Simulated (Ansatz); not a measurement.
A crystal in the diamond structure was computed with PBE in Ansatz (plane waves, PAW datasets (generated hard set); cutoff 700 eV), no spin polarisation, no spin–orbit coupling, Fermi–Dirac smearing of 0.061 eV, k-spacing 0.11 to 0.12 Å⁻¹. It has a₀ = 7.677 Å and B₀ = 8.3 GPa.

**Question.** Which is it?
A. Be
B. Nb
C. S
D. Ir
E. Ba

**Answer.** E. The five: Ba 7.677 Å, 8.3 GPa; Be 4.897 Å, 44 GPa; Nb 5.908 Å, 67 GPa; Ir 5.569 Å, 184 GPa; S 5.791 Å, 44 GPa.

Model structures, not the usual forms at ambient conditions (metastable or hypothetical): Ba, Be, Nb, Ir, S.
